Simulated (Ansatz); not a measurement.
A relaxation computed with Ansatz, from input to last step.

```yaml
crystal:
  lattice:
    - [5.4068216142, 0.0, 0.0]
    - [0.0, 3.5013081124, 0.0]
    - [0.0, 0.0, 5.8709622016]
  atoms:
    - { symbol: Ni, position: [0.9944589025, 0.75, 0.1906692111] }
    - { symbol: Ni, position: [0.0055410975, 0.25, 0.8093307889] }
    - { symbol: Ni, position: [0.5055410975, 0.25, 0.6906692111] }
    - { symbol: Ni, position: [0.4944589025, 0.75, 0.3093307889] }
    - { symbol: Ge, position: [0.8096665782, 0.75, 0.5877125511] }
    - { symbol: Ge, position: [0.1903334218, 0.25, 0.4122874489] }
    - { symbol: Ge, position: [0.6903334218, 0.25, 0.0877125511] }
    - { symbol: Ge, position: [0.3096665782, 0.75, 0.9122874489] }
basis:
  ecutwfc: 420
kpoints:
  mp_grid: { grid: [8, 10, 6] }
hamiltonian:
  xc: pbesol
scf:
  occupations: { method: gaussian, width: 0.1 }
output:
  forces: true
  stress: true
  eigenvalues: true
relax:
  adjacent_minimum: "off"
  f_tol: 0.01
  max_steps: 30
  cell: { stress_tol: 0.1, fix: [volume] }
```

```bash
ansatz run input.yaml --threads 2 --pin off --max-ram 5120MiB --backend cpu --events-out ev --progress --plain --runs-dir out
```

Method: Ansatz 0.2.0, DFT PBEsol, scalar-relativistic, plane waves, PAW.

The volume is held at 1.06 times that of the relaxed cell.

Of 5 frames 4 are shown, positions in Å and forces in eV/Å; the SCF threshold varies from step to step. Steps run on the plane waves of an earlier cell, with a Pulay correction in the pressure. The basis is chosen afresh for the last frame, the zero of the energies, and at times for earlier ones too; energy and pressure can step there, also at an unchanged geometry. Where two frames share a geometry here, they differ by under 2 meV/atom and 0.3 GPa. Spin polarisation was left out; whether the Ni atoms would carry moments isn't shown by this run.

```xyz
8
Lattice="5.4068 0.0000 0.0000 0.0000 3.5013 0.0000 0.0000 0.0000 5.8710" Properties=species:S:1:pos:R:3:forces:R:3 pbc="T T T" step=1 free_energy_over_end_meV_per_atom=0.41 pressure_GPa=-8.05
Ni    5.3769    2.6260    1.1194    0.0394    0.0000    0.0338
Ni    0.0300    0.8753    4.7515   -0.0394    0.0000   -0.0338
Ni    2.7334    0.8753    4.0549   -0.0394    0.0000    0.0338
Ni    2.6735    2.6260    1.8161    0.0394    0.0000   -0.0338
Ge    4.3777    2.6260    3.4504   -0.0534    0.0000   -0.0075
Ge    1.0291    0.8753    2.4205    0.0534    0.0000    0.0075
Ge    3.7325    0.8753    0.5150    0.0534    0.0000   -0.0075
Ge    1.6743    2.6260    5.3560   -0.0534    0.0000    0.0075
8
Lattice="5.4055 0.0000 0.0000 0.0000 3.4989 0.0000 0.0000 0.0000 5.8765" Properties=species:S:1:pos:R:3:forces:R:3 pbc="T T T" step=2 free_energy_over_end_meV_per_atom=0.14 pressure_GPa=-7.92
Ni    5.3796    2.6241    1.1263    0.0166    0.0000    0.0152
Ni    0.0259    0.8747    4.7502   -0.0166    0.0000   -0.0152
Ni    2.7287    0.8747    4.0645   -0.0166    0.0000    0.0152
Ni    2.6769    2.6241    1.8119    0.0166    0.0000   -0.0152
Ge    4.3702    2.6241    3.4524   -0.0235    0.0000   -0.0043
Ge    1.0354    0.8747    2.4240    0.0235    0.0000    0.0043
Ge    3.7381    0.8747    0.5142    0.0235    0.0000   -0.0043
Ge    1.6674    2.6241    5.3623   -0.0235    0.0000    0.0043
8
Lattice="5.3893 0.0000 0.0000 0.0000 3.5005 0.0000 0.0000 0.0000 5.8915" Properties=species:S:1:pos:R:3:forces:R:3 pbc="T T T" step=3 free_energy_over_end_meV_per_atom=0.02 pressure_GPa=-7.77
Ni    5.3672    2.6254    1.1356   -0.0054    0.0000    0.0035
Ni    0.0221    0.8751    4.7558    0.0054    0.0000   -0.0035
Ni    2.7167    0.8751    4.0814    0.0054    0.0000    0.0035
Ni    2.6726    2.6254    1.8101   -0.0054    0.0000   -0.0035
Ge    4.3520    2.6254    3.4598   -0.0038    0.0000    0.0026
Ge    1.0373    0.8751    2.4316    0.0038    0.0000   -0.0026
Ge    3.7320    0.8751    0.5141    0.0038    0.0000    0.0026
Ge    1.6573    2.6254    5.3774   -0.0038    0.0000   -0.0026
8
Lattice="5.3821 0.0000 0.0000 0.0000 3.5048 0.0000 0.0000 0.0000 5.8920" Properties=species:S:1:pos:R:3:forces:R:3 pbc="T T T" step=5 free_energy_over_end_meV_per_atom=0.00 pressure_GPa=-7.75
Ni    5.3597    2.6286    1.1372   -0.0041    0.0000    0.0012
Ni    0.0224    0.8762    4.7548    0.0041    0.0000   -0.0012
Ni    2.7134    0.8762    4.0833    0.0041    0.0000    0.0012
Ni    2.6687    2.6286    1.8088   -0.0041    0.0000   -0.0012
Ge    4.3453    2.6286    3.4613    0.0000    0.0000    0.0018
Ge    1.0368    0.8762    2.4308    0.0000    0.0000   -0.0018
Ge    3.7279    0.8762    0.5152    0.0000    0.0000    0.0018
Ge    1.6542    2.6286    5.3768    0.0000    0.0000   -0.0018
```

The run took 2.7 min on 2 threads of Oxide Virtual Turin-like Processor (Zen 5), with other jobs on the host, peak memory 1 GiB.